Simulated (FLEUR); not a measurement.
# HfN (Fm-3m) in FLEUR: further runs

The runs below take HfN through band structure, with PBEsol.

Program: FLEUR MaX-R8.1 (later development tree). These are calculated values, not measurements. Logs are shortened: lines on timing, memory, paths and dates and some standing lists are left out, and cuts for length are marked.

**1. The crystal as given**

The structure is cubic, space group Fm-3m (No. 225). The conventional cell has a = 4.512 Å, b = 4.512 Å, c = 4.512 Å, α = 90.00°, β = 90.00°, γ = 90.00°. Around Hf (site symmetry m-3m) lie 6 N at 2.26 Å. N (site symmetry m-3m) is surrounded by 6 Hf at 2.26 Å.

**2. Band structure, PBEsol**

inp.xml reads:

```xml
<?xml version="1.0" encoding="UTF-8" standalone="no"?>
<fleurInput fleurInputVersion="0.39">
   <comment>
      HfN                                                                                                 
   </comment>
   <calculationSetup>
      <cutoffs Kmax="4.77" Gmax="14.8" GmaxXC="14.8" numbands="0"/>
      <scfLoop itmax="60" minDistance="0.00001" maxIterBroyd="15" imix="Anderson" alpha="0.05" precondParam="0.0" spinf="2.0" sdNocoIR="T"/>
      <coreElectrons ctail="T" frcor="F" kcrel="0" coretail_lmax="0"/>
      <xcFunctional name="PBEs" relativisticCorrections="F"/>
      <magnetism jspins="1"/>
      <soc l_soc="F" theta="0.0" phi="0.0" spav="F"/>
      <expertModes spex="0" secvar="F"/>
      <geometryOptimization l_f="F" forcealpha="1.0" forcemix="BFGS" epsdisp="0.00001" epsforce="0.00001"/>
      <ldaU l_linMix="F" mixParam="0.05" spinf="1.0"/>
   </calculationSetup>
   <cell>
      <bzIntegration valenceElectrons="31.0" mode="hist" fermiSmearingEnergy="0.00183747">
         <kPointListSelection listName="default-1"/>
         <!-- k-points included here -->
         <xi:include xmlns:xi="http://www.w3.org/2001/XInclude" href="kpts.xml"> </xi:include>
      </bzIntegration>
      <!-- symmetry operations included here -->
      <xi:include xmlns:xi="http://www.w3.org/2001/XInclude" href="sym.xml"> </xi:include>
      <bulkLattice scale="1.0">
[... 30 lines left out ...]
            <stateOccupation state="(2p3/2)" spinUp="1.000000" spinDown="1.000000"/>
         </electronConfig>
         <energyParameters s="2" p="2" d="3" f="4"/>
         <lo type="SCLO" l="0" n="2" eDeriv="2"/>
         <lo type="SCLO" l="1" n="2" eDeriv="2"/>
         <lo type="SCLO" l="2" n="3" eDeriv="2"/>
      </species>
   </atomSpecies>
   <atomGroups>
      <atomGroup species="Hafnium (Hf)">
         <relPos label="                   1">.0000000000 .0000000000 .0000000000</relPos>
         <force calculate="T" relaxXYZ="TTT"/>
      </atomGroup>
      <atomGroup species="Nitrogen (N)">
         <relPos label="                   2">1.000/2.000 1.000/2.000 1.000/2.000</relPos>
         <force calculate="T" relaxXYZ="TTT"/>
      </atomGroup>
   </atomGroups>
   <output dos="F" band="F" slice="F">
      <checks vchk="F" cdinf="F"/>
      <bandDOS minEnergy="-.5*Htr" maxEnergy="0.5*Htr" sigma="0.015" storeEVData="T"/>
      <vacuumDOS vacdos="F" integ="F" star="F" nstars="0" locx1="0.0" locy1="0.0" locx2="0.0" locy2="0.0" nstm="0" tworkf="0.0"/>
      <unfoldingBand unfoldBand="F" supercellX="1" supercellY="1" supercellZ="1"/>
      <plotting iplot="0" polar="F">
         <plot TwoD="T" vec1="  1.0  0.0  0.0" vec2="  0.0  1.0  0.0" vec3="  0.0  0.0  1.0" zero="  0.0  0.0  0.0" file="plot"/>
      </plotting>
      <chargeDensitySlicing numkpt="0" minEigenval="0.0" maxEigenval="0.0" nnne="0" pallst="F"/>
      <specialOutput eonly="F"/>
      <moessbauerParams electricFieldGradient="T" isomerShift="T" coreHyperfine="T" valenceHyperfine="T"/>
      <magneticCircularDichroism mcd="F" energyLo="-10.0" energyUp="0.0"/>
   </output>
  <!-- We include the file relax.xml here to enable relaxations (see documentation) -->
  <xi:include xmlns:xi="http://www.w3.org/2001/XInclude" href="relax.xml"> <xi:fallback/> </xi:include>
</fleurInput>
```

crystal.txt reads:

```
HfN
&input cartesian=F /
0.0000000000  2.2560000000  2.2560000000
2.2560000000  0.0000000000  2.2560000000
2.2560000000  2.2560000000  0.0000000000
1.8897261246
1.0 1.0 1.0

2
72 0.0000000000  0.0000000000  0.0000000000
7 0.5000000000  0.5000000000  0.5000000000

&kpt div1=10 div2=10 div3=10 gamma=T /
```

inp.xml (bands) reads:

```
<?xml version="1.0" encoding="UTF-8" standalone="no"?>
<fleurInput fleurInputVersion="0.39">
   <comment>
      HfN                                                                                                 
   </comment>
   <calculationSetup>
      <cutoffs Kmax="4.77" Gmax="14.8" GmaxXC="14.8" numbands="0"/>
      <scfLoop itmax="60" minDistance="0.00001" maxIterBroyd="15" imix="Anderson" alpha="0.05" precondParam="0.0" spinf="2.0" sdNocoIR="T"/>
      <coreElectrons ctail="T" frcor="F" kcrel="0" coretail_lmax="0"/>
      <xcFunctional name="PBEs" relativisticCorrections="F"/>
      <magnetism jspins="1"/>
      <soc l_soc="F" theta="0.0" phi="0.0" spav="F"/>
      <expertModes spex="0" secvar="F"/>
      <geometryOptimization l_f="F" forcealpha="1.0" forcemix="BFGS" epsdisp="0.00001" epsforce="0.00001"/>
      <ldaU l_linMix="F" mixParam="0.05" spinf="1.0"/>
   </calculationSetup>
   <cell>
      <bzIntegration valenceElectrons="31.0" mode="hist" fermiSmearingEnergy="0.00183747">
         <kPointListSelection listName="path-1"/>
         <!-- k-points included here -->
         <xi:include xmlns:xi="http://www.w3.org/2001/XInclude" href="kpts.xml"> </xi:include>
      </bzIntegration>
      <!-- symmetry operations included here -->
      <xi:include xmlns:xi="http://www.w3.org/2001/XInclude" href="sym.xml"> </xi:include>
      <bulkLattice scale="1.0">
[... 30 lines left out ...]
            <stateOccupation state="(2p3/2)" spinUp="1.000000" spinDown="1.000000"/>
         </electronConfig>
         <energyParameters s="2" p="2" d="3" f="4"/>
         <lo type="SCLO" l="0" n="2" eDeriv="2"/>
         <lo type="SCLO" l="1" n="2" eDeriv="2"/>
         <lo type="SCLO" l="2" n="3" eDeriv="2"/>
      </species>
   </atomSpecies>
   <atomGroups>
      <atomGroup species="Hafnium (Hf)">
         <relPos label="                   1">.0000000000 .0000000000 .0000000000</relPos>
         <force calculate="T" relaxXYZ="TTT"/>
      </atomGroup>
      <atomGroup species="Nitrogen (N)">
         <relPos label="                   2">1.000/2.000 1.000/2.000 1.000/2.000</relPos>
         <force calculate="T" relaxXYZ="TTT"/>
      </atomGroup>
   </atomGroups>
   <output dos="F" band="T" slice="F">
      <checks vchk="F" cdinf="F"/>
      <bandDOS minEnergy="-.5*Htr" maxEnergy="0.5*Htr" sigma="0.015" storeEVData="T"/>
      <vacuumDOS vacdos="F" integ="F" star="F" nstars="0" locx1="0.0" locy1="0.0" locx2="0.0" locy2="0.0" nstm="0" tworkf="0.0"/>
      <unfoldingBand unfoldBand="F" supercellX="1" supercellY="1" supercellZ="1"/>
      <plotting iplot="0" polar="F">
         <plot TwoD="T" vec1="  1.0  0.0  0.0" vec2="  0.0  1.0  0.0" vec3="  0.0  0.0  1.0" zero="  0.0  0.0  0.0" file="plot"/>
      </plotting>
      <chargeDensitySlicing numkpt="0" minEigenval="0.0" maxEigenval="0.0" nnne="0" pallst="F"/>
      <specialOutput eonly="F"/>
      <moessbauerParams electricFieldGradient="T" isomerShift="T" coreHyperfine="T" valenceHyperfine="T"/>
      <magneticCircularDichroism mcd="F" energyLo="-10.0" energyUp="0.0"/>
   </output>
  <!-- We include the file relax.xml here to enable relaxations (see documentation) -->
  <xi:include xmlns:xi="http://www.w3.org/2001/XInclude" href="relax.xml"> <xi:fallback/> </xi:include>
</fleurInput>
```

Potentials or basis: all-electron, FLAPW.

The run is started by

```bash
inpgen -f crystal.txt -profile fastHighL
# inp.xml edited to the form shown
fleur_MPI
fleur_MPI   # second run, on inp.xml (bands)
```

The log of the run:

```text
Welcome to FLEUR        (www.flapw.de)
      MaX-Release 8.1          (www.max-centre.eu)

 ========== k-point set info ==========
 Selected k-point list: default-1
 k-point list type: mesh
 10 x 10 x 10
 Number of k points: 47

 ------------Calculation Setup---------------------------
 Number of MPI-tasks      :            1
 Number of PE/node        :            1
 Number of OMP-threads    :            1
 Most efficient MPI parallelization for:
           1          47
 Additional eigenvalue parallelization possible
 Number of basis functions:          352
 Approximate size of matrices (H+S) per k-point:         0.002 GB
 --------------------------------------------------------
 Iteration:     1   Distance:      25.75567513 me/bohr^3
 Iteration:     2   Distance:      21.64109978 me/bohr^3
 Iteration:     3   Distance:       8.02159844 me/bohr^3
 Iteration:     4   Distance:       6.37518502 me/bohr^3
 Iteration:     5   Distance:       3.73680960 me/bohr^3
 Iteration:     6   Distance:       0.49965777 me/bohr^3
 Iteration:     7   Distance:       0.45174189 me/bohr^3
 Iteration:     8   Distance:       0.06016827 me/bohr^3
 Iteration:     9   Distance:       0.07259130 me/bohr^3
 Iteration:    10   Distance:       0.01155212 me/bohr^3
 Iteration:    11   Distance:       0.00357063 me/bohr^3
 Iteration:    12   Distance:       0.00166114 me/bohr^3
 Iteration:    13   Distance:       0.00005436 me/bohr^3
 Iteration:    14   Distance:       0.00006631 me/bohr^3
 Iteration:    15   Distance:       0.00000496 me/bohr^3

 ********************************************************************
 Run finished successfully
 Stop message:
   all done
 ********************************************************************
```

output (bands):

```text
Welcome to FLEUR        (www.flapw.de)
      MaX-Release 8.1          (www.max-centre.eu)

 ========== k-point set info ==========
 Selected k-point list: path-1
 k-point list type: path
 Number of k points: 60

 ------------Calculation Setup---------------------------
 Number of MPI-tasks      :            1
 Number of PE/node        :            1
 Number of OMP-threads    :            1
 Most efficient MPI parallelization for:
           1           2           3           4           5           6          10          12          15          20          30          60
 Additional eigenvalue parallelization possible
 Number of basis functions:          354
 Approximate size of matrices (H+S) per k-point:         0.002 GB
 --------------------------------------------------------
 Fermi energy correction for metals:
 Fermi energy in bands.* files may not be consistent with last density.
 Please correct it manually (e.g. in band.gnu file).

 Note: Band structure data (together with different weights) is also stored in the banddos.hdf file.
       A convenient way of extracting and plotting the data from that file is by making use of the

 ********************************************************************
 Run finished successfully
 Stop message:
   Charge density postprocessing done.
 ********************************************************************
```

out.xml (last iteration):

```text
<iteration numberForCurrentRun="   15" overallNumber="   15">
         <energyParameters units="Htr">
            <atomicEP atomType="1" spin="1" branch="6s" branchLowest="-1.66" branchHighest="2.60" value="0.3413236388"/>
            <atomicEP atomType="1" spin="1" branch="6p" branchLowest="-0.43" branchHighest="3.57" value="0.4692819445"/>
            <atomicEP atomType="1" spin="1" branch="5d" branchLowest="-6.81" branchHighest="1.21" value="0.5054388370"/>
            <atomicEP atomType="1" spin="1" branch="4f" branchLowest="-9.99" branchHighest="0.15" value="0.1641493189"/>
            <loAtomicEP atomType="1" spin="1" branch="5s" branchLowest="-18.02" branchHighest="-1.66" value="-1.7027245899"/>
            <loAtomicEP atomType="1" spin="1" branch="5p" branchLowest="-13.13" branchHighest="-0.43" value="-0.5742085066"/>
            <loAtomicEP atomType="1" spin="1" branch="5d" branchLowest="-6.81" branchHighest="1.21" value="0.5033313493"/>
            <loAtomicEP atomType="1" spin="1" branch="4f" branchLowest="-9.99" branchHighest="0.15" value="0.1428085411"/>
            <atomicEP atomType="2" spin="1" branch="2s" branchLowest="-13.23" branchHighest="1.36" value="-0.0641421816"/>
            <atomicEP atomType="2" spin="1" branch="2p" branchLowest="-9.99" branchHighest="1.56" value="0.2549196432"/>
            <atomicEP atomType="2" spin="1" branch="3d" branchLowest="-9.99" branchHighest="5.58" value="0.5038771259"/>
            <atomicEP atomType="2" spin="1" branch="4f" branchLowest="-9.99" branchHighest="9.42" value="0.6641585199"/>
            <loAtomicEP atomType="2" spin="1" branch="2s" branchLowest="-13.23" branchHighest="1.36" value="-0.0641421816"/>
            <loAtomicEP atomType="2" spin="1" branch="2p" branchLowest="-9.99" branchHighest="1.56" value="0.2548527337"/>
            <loAtomicEP atomType="2" spin="1" branch="3d" branchLowest="-9.99" branchHighest="5.58" value="0.5038774424"/>
         </energyParameters>
         <eigenvalues>
            <eigenvaluesAt spin="1" ikpt="1" k_x="0.00000000" k_y="0.00000000" k_z="0.00000000">
                      -1.7049917947       -0.5428295073       -0.5428295073       -0.5428295073       -0.0449620883
                       0.1339261526        0.1339261526        0.1339261526        0.1351864023        0.1389272210
                       0.1389272210        0.1389272210        0.4908359715        0.4908359715        0.4908359715
                       0.5830026343        0.5830026343        0.5830026343        0.6639882645        0.6685413306
                       0.6685413306        0.9480069465        1.5017585339        1.5017585339
            </eigenvaluesAt>
            <eigenvaluesAt spin="1" ikpt="2" k_x="0.00000000" k_y="0.00000000" k_z="0.10000000">
                      -1.7047721082       -0.5466381060       -0.5431449154       -0.5431449154       -0.0365872490
                       0.1340132819        0.1342400686        0.1342400686        0.1353742917        0.1386619896
                       0.1386619896        0.1389382443        0.4560581227        0.4697353954        0.4697353954
                       0.5923194050        0.5953425047        0.5953425047        0.6898039252        0.6962887233
                       0.6962887233        0.9756923385        1.3925162195        1.4382226084
            </eigenvaluesAt>
            <eigenvaluesAt spin="1" ikpt="3" k_x="0.00000000" k_y="0.00000000" k_z="0.20000000">
[... 42 lines left out ...]
            <state n="1" l="0" j="0.5" energy="-13.2277675630" weight="1.0000000000"/>
         </coreStates>
         <allElectronCharges>
            <spinDependentCharge spin="1" total="79.0000000" interstitial="3.5852501" mtSpheres="75.4147499"/>
            <totalCharge value="78.9999999993"/>
         </allElectronCharges>
         <moessbauerParams unitsHFF="kG" unitsIS="e/bohr^3" unitsEFG="Htr/bohr^2">
            <coreIsomerShift atomType="1" isTotal="1280497.46125">
               <shell n="1" l="0" isomerShift="1075904.74488"/>
               <shell n="2" l="0" isomerShift="151307.93523"/>
               <shell n="2" l="1" isomerShift="8621.85860"/>
               <shell n="3" l="0" isomerShift="33733.35448"/>
               <shell n="3" l="1" isomerShift="2144.39016"/>
               <shell n="4" l="0" isomerShift="8272.46404"/>
               <shell n="3" l="2" isomerShift="0.00081"/>
               <shell n="4" l="1" isomerShift="512.71283"/>
               <shell n="4" l="2" isomerShift="0.00020"/>
            </coreIsomerShift>
            <coreIsomerShift atomType="2" isTotal="199.63163">
               <shell n="1" l="0" isomerShift="199.63163"/>
            </coreIsomerShift>
            <isomerShift atomType="1" nucleusRadius="0.0001330" averageDensity="1281922.35107"/>
            <isomerShift atomType="2" nucleusRadius="0.0000569" averageDensity="208.42513"/>
            <electricFieldGradient atomType="1" VXX="0.00000" VYY="0.00000" VZZ="0.00000" asymParam="0.00000">
            </electricFieldGradient>
            <electricFieldGradient atomType="2" VXX="0.00000" VYY="0.00000" VZZ="0.00000" asymParam="0.00000">
            </electricFieldGradient>
         </moessbauerParams>
         <totalEnergy                                    value="   -15147.9823551200" units="Htr">
            <sumOfEigenvalues                            value="    -9237.9835220963">
               <coreElectrons value="-9236.0550069197"/>
               <valenceElectrons value="-1.9285151767"/>
            </sumOfEigenvalues>
            <densityCoulombPotentialIntegral value="-25765.5243878839"/>
            <densityEffectivePotentialIntegral value="-26176.4441375048"/>
            <chargeDenXCDenIntegral value="-312.1155081397"/>
            <FockExchangeEnergyValence value="0.0000000000"/>
            <FockExchangeEnergyCore value="0.0000000000"/>
            <atomTypeDependentContributions atomType="1">
               <electronNucleiInteractionDifferentMTs value="18776.4533629866"/>
               <MadelungTerm value="-48.3349387487"/>
            </atomTypeDependentContributions>
            <atomTypeDependentContributions atomType="2">
               <electronNucleiInteractionDifferentMTs value="62.3058448103"/>
               <MadelungTerm value="-4.4711219012"/>
            </atomTypeDependentContributions>
            <tkbTimesEntropy value="0.0002316339"/>
            <freeEnergy value="-15147.9825867539"/>
            <extrapolationTo0K value="-15147.9824709370"/>
         </totalEnergy>
         <densityConvergence units="me/bohr^3">
            <chargeDensity spin="1" distance="0.0000049577"/>
         </densityConvergence>
      </iteration>
```

Wall time 31 s (1 thread of AMD EPYC 9R45 (Zen 5), shared host); peak memory 0.07 GiB.

Results:

| Quantity | Value |
| --- | --- |
| Free energy | -412197.6050 eV |
| Band gap along the path | none (metal or under the smearing width) |
| Valence electrons inside the program's atomic spheres | Hf 23.74; N 3.67 (radii Hf 2.44, N 1.51 bohr) |

Levels at the corners of the path, in eV from the Fermi level:
```tsv
point	band 13	band 14	band 15	band 16	band 17	band 18
Γ	-2.94	-2.94	-2.94	-0.43	-0.43	-0.43
X	-5.45	-3.91	-3.65	-3.65	4.06	5.53
W	-6.19	-5.52	-5.52	1.10	1.10	5.54
K	-6.39	-5.57	-4.98	-0.89	3.86	4.44
Γ	-2.94	-2.94	-2.94	-0.43	-0.43	-0.43
L	-8.99	-6.27	-6.27	3.24	3.67	3.67
U	-6.39	-5.57	-4.98	-0.89	3.86	4.44
W	-6.19	-5.52	-5.52	1.10	1.10	5.54
L	-8.99	-6.27	-6.27	3.24	3.67	3.67
K	-6.39	-5.57	-4.98	-0.89	3.86	4.44
U	-6.39	-5.57	-4.98	-0.89	3.86	4.44
X	-5.45	-3.91	-3.65	-3.65	4.06	5.53
```

Core levels (eV from the Fermi level):
```
atom                                                                                                                                                                                                          levels
1 Hf  1s1/2 -65172.8, 2s1/2 -11135.5, 2p1/2 -10635.2, 2p3/2 -9444.0, 3s1/2 -2533.7, 3p1/2 -2312.0, 3p3/2 -2056.7, 4s1/2 -506.8, 3d3/2 -1681.5, 3d5/2 -1625.8, 4p1/2 -416.0, 4p3/2 -357.5, 4d3/2 -208.3, 4d5/2 -197.6
 2 N                                                                                                                                                                                                    1s1/2 -376.2
```

Caveat: spin-orbit coupling is left out, which moves the levels of the heavy elements.

(Continued in part 2 of 2.)
